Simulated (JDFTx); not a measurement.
# Si (P-1) in JDFTx: convergence with n bands

Aim: find how far n bands must go before the results for Si settle, at RPBE. This setting moves, with any that are tied to it; all else stays.

All numbers are computed with JDFTx 1.7.0 (patched build); they aren't measurements. Logs are shortened: lines on timing, memory, paths and dates and some standing lists are left out, and cuts for length are marked. The log counts tension as positive stress, the text compression.

## (1) The cell of the first run

The typed cell holds 1 atom: a = 2.605 Å, b = 2.605 Å, c = 2.491 Å, α = 90.38°, β = 90.50°, γ = 119.77°.

This isn't the form of Si at room conditions, which is diamond.

The cell isn't the ideal one: cell strained at random at fixed volume.

## (2) With n bands 3

Contents of Si.in:

```
lattice \
    4.9217746841    -2.4524260933    -0.0203788065 \
    0.0097717738     4.2675231538    -0.0296762591 \
   -0.0216524819    -0.0164803015     4.7075836765
coords-type Lattice
ion Si    -0.0120970000    -0.0127870000    -0.0156780000 1

ion-species pseudo/Si.upf
elec-cutoff 40
elec-ex-corr gga-x-rpbe gga-c-pbe
kpoint-folding 12 12 11
elec-smearing Fermi 0.0018374661
elec-n-bands 3
electronic-SCF nIterations 100 energyDiffThreshold 1e-09
electronic-minimize nIterations 30 energyDiffThreshold 1e-7
converge-empty-states yes
forces-output-coords Cartesian

dump-name run.$VAR
dump End Ecomponents EigStats BandEigs Kpoints Forces Stress
```

Potentials or basis: SPMS-PBE-1.0 with smoothed tails.

On the command line:

```console
> jdftx -c 1 -i Si.in -o Si.out
```

Wall time 3.1 min (1 thread of Arm Neoverse V1, shared host); peak memory 0.36 GiB.

Results:

| Item | Value |
| --- | --- |
| Free energy | -107.2642 eV |
| Pressure | 3.2 GPa |
| Band gap on the k mesh | none (metal or under the smearing width) |

## (3) With n bands 4

Changes to Si.in since step 2:

```diff
@@ -12,3 +12,3 @@
 elec-smearing Fermi 0.0018374661
-elec-n-bands 3
+elec-n-bands 4
 electronic-SCF nIterations 100 energyDiffThreshold 1e-09
```

Potentials or basis: SPMS-PBE-1.0 with smoothed tails.

On the command line:

```console
> jdftx -c 1 -i Si.in -o Si.out
```

Wall time 3.3 min (1 thread of Arm Neoverse V1, shared host); peak memory 0.37 GiB.

What came out:

| Property | Result |
| --- | --- |
| Free energy | -107.2642 eV |
| Pressure | 3.2 GPa |
| Band gap on the k mesh | none (metal or under the smearing width) |

## (4) With n bands 5

Changes to Si.in since step 3:

```diff
@@ -12,3 +12,3 @@
 elec-smearing Fermi 0.0018374661
-elec-n-bands 4
+elec-n-bands 5
 electronic-SCF nIterations 100 energyDiffThreshold 1e-09
```

On the command line:

```console
> jdftx -c 1 -i Si.in -o Si.out
```

Wall time 3.1 min (1 thread of Arm Neoverse V1, shared host); peak memory 0.37 GiB.

Results:

```yaml
Free_energy: -107.2642 eV
Pressure: 3.2 GPa
Band_gap_on_the_k_mesh: none (metal or under the smearing width)
```

## (5) With n bands 6

Changes to Si.in since step 4:

```diff
@@ -12,3 +12,3 @@
 elec-smearing Fermi 0.0018374661
-elec-n-bands 5
+elec-n-bands 6
 electronic-SCF nIterations 100 energyDiffThreshold 1e-09
```

On the command line:

```console
> jdftx -c 1 -i Si.in -o Si.out
```

It took 3.3 min on 1 thread of Arm Neoverse V1, shared host; peak memory 0.39 GiB.

Results:

```yaml
Free_energy: -107.2642 eV
Pressure: 3.2 GPa
Band_gap_on_the_k_mesh: none (metal or under the smearing width)
```

## (6) With n bands 8

Changes to Si.in since step 5:

```diff
@@ -12,3 +12,3 @@
 elec-smearing Fermi 0.0018374661
-elec-n-bands 6
+elec-n-bands 8
 electronic-SCF nIterations 100 energyDiffThreshold 1e-09
```

Potentials or basis: SPMS-PBE-1.0 with smoothed tails.

On the command line:

```console
> jdftx -c 1 -i Si.in -o Si.out
```

It took 3.9 min on 1 thread of Arm Neoverse V1, shared host; peak memory 0.42 GiB.

It converged, with:

| Quantity | Value |
| --- | --- |
| Free energy | -107.2642 eV |
| Pressure | 3.2 GPa |
| Band gap on the k mesh | none (metal or under the smearing width) |

## (7) With n bands 12

Changes to Si.in since step 6:

```diff
@@ -12,3 +12,3 @@
 elec-smearing Fermi 0.0018374661
-elec-n-bands 8
+elec-n-bands 12
 electronic-SCF nIterations 100 energyDiffThreshold 1e-09
```

On the command line:

```console
> jdftx -c 1 -i Si.in -o Si.out
```

Wall time 4.6 min (1 thread of Arm Neoverse V1, shared host); peak memory 0.48 GiB.

The run converged. Its results:

```yaml
Free_energy: -107.2642 eV
Pressure: 3.2 GPa
Band_gap_on_the_k_mesh: none (metal or under the smearing width)
```

## (8) With n bands 18

Changes to Si.in since step 7:

```diff
@@ -12,3 +12,3 @@
 elec-smearing Fermi 0.0018374661
-elec-n-bands 12
+elec-n-bands 18
 electronic-SCF nIterations 100 energyDiffThreshold 1e-09
```

Potentials or basis: SPMS-PBE-1.0 with smoothed tails.

On the command line:

```console
> jdftx -c 1 -i Si.in -o Si.out
```

The log of the run:

```text
*************** JDFTx 1.7.0 (patched build) ***************

Input parsed successfully to the following command list (including defaults):
[... the input with its defaults ...]

---------- Setting up symmetries ----------

Found 2 point-group symmetries of the bravais lattice
Found 2 space-group symmetries with basis
Applied RMS atom displacement 0 bohrs to make symmetries exact.

---------- Initializing the Grid ----------
R =
[      4.92177     -2.45243   -0.0203788  ]
[   0.00977177      4.26752   -0.0296763  ]
[   -0.0216525   -0.0164803      4.70758  ]
unit cell volume = 98.984
G =
[     1.2752    0.73286  0.0101401  ]
[ -0.00287923    1.47071 0.00925876  ]
[ 0.00585519 0.00851943    1.33477  ]
Minimum fftbox size, Smin = [  32  32  28  ]
Chosen fftbox size, S = [  32  32  28  ]

---------- Exchange Correlation functional ----------
Initialized LibXC exchange functional 'Hammer, Hansen, and Norskov'
Initialized LibXC correlation functional 'Perdew, Burke & Ernzerhof'

---------- Setting up pseudopotentials ----------
Width of ionic core gaussian charges (only for fluid interactions / plotting) set to 0

Reading pseudopotential file 'pseudo/Si.upf':
  'Si' pseudopotential, 'PBE' functional
  Generated using ONCVPSP code by D. R. Hamann
  4 valence electrons, 2 orbitals, 6 projectors, 1001 radial grid points, with lMax = 2
    3S    l: 0   occupation:  2.0   eigenvalue: -0.397365
    3P    l: 1   occupation:  2.0   eigenvalue: -0.149981
  Core radius for overlap checks: 1.83 bohrs.

Initialized 1 species with 1 total atoms.

Folded 1 k-points by 12x12x11 to 1584 k-points.

---------- Setting up k-points, bands, fillings ----------
Reduced to 794 k-points under symmetry.
Computing the number of bands and number of electrons
Calculating initial fillings.
nElectrons:   4.000000   nBands: 18   nStates: 794

----- Setting up reduced wavefunction bases (one per k-point) -----
average nbasis = 1195.968 , ideal nbasis = 1196.050

---------- Setting up ewald sum ----------
Optimum gaussian width for ewald sums = 1.845416 bohr.
Real space sum over 1859 unit cells with max indices [  6  6  5  ]
Reciprocal space sum over 1859 terms with max indices [  6  6  5  ]

---------- Allocating electronic variables ----------
Initializing wave functions:  linear combination of atomic orbitals
Note: number of bands (18) exceeds available atomic orbitals (4)
Si pseudo-atom occupations:   s ( 2 )  p ( 2 )
	FillingsUpdate:  mu: +0.383967968  nElectrons: 4.000000
LCAOMinimize: Iter:   0  F: -3.9274421867874216  |grad|_K:  2.500e-05  alpha:  1.000e+00
	FillingsUpdate:  mu: +0.384448944  nElectrons: 4.000000
LCAOMinimize: Iter:   1  F: -3.9275112314246639  |grad|_K:  1.851e-06  alpha:  8.594e-01  linmin: -3.973e-03  cgtest:  3.186e-02
	FillingsUpdate:  mu: +0.384441226  nElectrons: 4.000000
LCAOMinimize: Iter:   2  F: -3.9275115991847795  |grad|_K:  2.121e-07  alpha:  8.334e-01  linmin: -1.225e-04  cgtest: -1.120e-02
	FillingsUpdate:  mu: +0.384442763  nElectrons: 4.000000
LCAOMinimize: Iter:   3  F: -3.9275116046552250  |grad|_K:  6.204e-09  alpha:  9.452e-01  linmin:  5.695e-04  cgtest: -5.231e-03
LCAOMinimize: Converged (|Delta F|<1.000000e-06 for 2 iters).

-------- Electronic minimization -----------
Will mix electronic density at each iteration.
	FillingsUpdate:  mu: +0.384442763  nElectrons: 4.000000
	FillingsUpdate:  mu: +0.374903876  nElectrons: 4.000000
SCF: Cycle:  0   F: -3.941823689246840   dF: -1.431e-02   |Residual|: 6.791e-03   |deigs|: 8.158e-01
	FillingsUpdate:  mu: +0.375169599  nElectrons: 4.000000
SCF: Cycle:  1   F: -3.941884628378742   dF: -6.094e-05   |Residual|: 3.676e-03   |deigs|: 6.239e-03
	FillingsUpdate:  mu: +0.375556240  nElectrons: 4.000000
SCF: Cycle:  2   F: -3.941886387127053   dF: -1.759e-06   |Residual|: 2.206e-04   |deigs|: 8.895e-04
	FillingsUpdate:  mu: +0.375578376  nElectrons: 4.000000
SCF: Cycle:  3   F: -3.941886442196850   dF: -5.507e-08   |Residual|: 1.066e-04   |deigs|: 4.352e-04
	FillingsUpdate:  mu: +0.375588909  nElectrons: 4.000000
SCF: Cycle:  4   F: -3.941886457288827   dF: -1.509e-08   |Residual|: 1.431e-05   |deigs|: 3.245e-04
	FillingsUpdate:  mu: +0.375588226  nElectrons: 4.000000
SCF: Cycle:  5   F: -3.941886458246198   dF: -9.574e-10   |Residual|: 7.882e-06   |deigs|: 1.923e-04
	FillingsUpdate:  mu: +0.375588295  nElectrons: 4.000000
SCF: Cycle:  6   F: -3.941886458407397   dF: -1.612e-10   |Residual|: 1.409e-06   |deigs|: 2.389e-04
SCF: Converged (|Delta E|<1.000000e-09 for 2 iters).

Setting wave functions to eigenvectors of Hamiltonian
Converging empty states (this may take a while): |deigs|: 8.588e-04

# Stress tensor in Cartesian coordinates [Eh/a0^3]:
[ -0.000131108  1.49061e-05  -3.1093e-05  ]
[  1.49061e-05 -0.000114119 -4.57647e-05  ]
[  -3.1093e-05 -4.57647e-05 -8.10883e-05  ]

# Ionic positions in lattice coordinates:
ion Si  -0.012097000000000  -0.012787000000000  -0.015678000000000 1

# Forces in Cartesian coordinates:
force Si   0.000000000000000   0.000000000000000   0.000000000000000 1

# Energy components:
   Eewald =       -4.9460935197799554
       EH =        0.0390062130737033
     Eloc =        0.1128948345573721
      Enl =        0.5665734221882662
      Exc =       -1.5580479733253856
 Exc_core =        0.2658117141539004
       KE =        1.5780555472093392
-------------------------------------
     Etot =       -3.9417997619227592
       TS =        0.0000866964846374
-------------------------------------
        F =       -3.9418864584073967

IonicMinimize: Iter:   0  F: -3.941886458407397  |grad|_K:  0.000e+00
IonicMinimize: Converged (|grad|_K<1.000000e-04).

#--- Lowdin population analysis ---
# oxidation-state Si +0.062

Dumping 'run.eigStats' ...
	eMin: -0.142993 at state 0 ( [ +0.000000 +0.000000 +0.000000 ] spin 0 )
	HOMO: +0.375362 at state 644 ( [ +0.416667 +0.333333 +0.454545 ] spin 0 )
	mu  : +0.375588
	LUMO: +0.375591 at state 382 ( [ +0.250000 +0.333333 -0.363636 ] spin 0 )
	eMax: +2.323042 at state 5 ( [ +0.000000 +0.000000 +0.454545 ] spin 0 )
	HOMO-LUMO gap: +0.000229
	Optical gap  : +0.059956 at state 371 ( [ +0.250000 +0.250000 -0.363636 ] spin 0 )
Done!
```

It took 5.5 min on 1 thread of Arm Neoverse V1, shared host; peak memory 0.58 GiB.

What came out:

```
Free energy            : -107.2642 eV
Pressure               : 3.2 GPa
Band gap on the k mesh : none (metal or under the smearing width)
```

## (9) Summary

| n bands | energy less the tightest run, at zero smearing (meV/atom) | SCF cycles | CPU time (s) | peak memory (GiB) |
| --- | --- | --- | --- | --- |
| 3 | 0.00 | 22 | 190 | 0.36 |
| 4 | 0.00 | 18 | 200 | 0.37 |
| 5 | 0.00 | 14 | 190 | 0.37 |
| 6 | 0.00 | 12 | 200 | 0.39 |
| 8 | 0.00 | 11 | 230 | 0.42 |
| 12 | 0.00 | 9 | 270 | 0.48 |
| 18 | 0.00 | 7 | 330 | 0.58 |

Against the tightest run, the energy stays within 1 meV/atom from 3 on. The tightest run that finished is the yardstick and may itself not be fully converged.

Caveats: the potentials were made for another functional, which shifts forces and pressure.
